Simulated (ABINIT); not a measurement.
Crystal: WC (Qusongite).

```xyz
2
Lattice="2.9065 0.0000 0.0000 -1.4532 2.5171 0.0000 0.0000 0.0000 2.8366" Properties=species:S:1:pos:R:3 pbc="T T T"
W     0.0000    0.0000    0.0000
C     1.4533    0.8390    1.4183
```

Base run:

| Item | Value |
| --- | --- |
| Program | ABINIT 10.8.3 (patched build) |
| Functional | PBEsol |
| Potentials or basis | JTH PAW PBE v2.0 |
| Cutoff | 544 eV |
| k mesh | 8 × 8 × 7 |
| Occupations | fermi-dirac, width 0.05 eV |
| Spin | no spin polarisation |

Its results: band gap on the k mesh none (metal or under the smearing width); pressure -2.7 GPa.

**Question.** The run is repeated on the same cell with these changes: k mesh from 8 × 8 × 7 to 4 × 4 × 4. What comes out?

**Answer.** Band gap on the k mesh none (metal or under the smearing width); pressure -1.9 GPa.

Caveats: some runs use coarse meshes; the PAW data sets were made with another functional, which shifts forces and pressure a little.
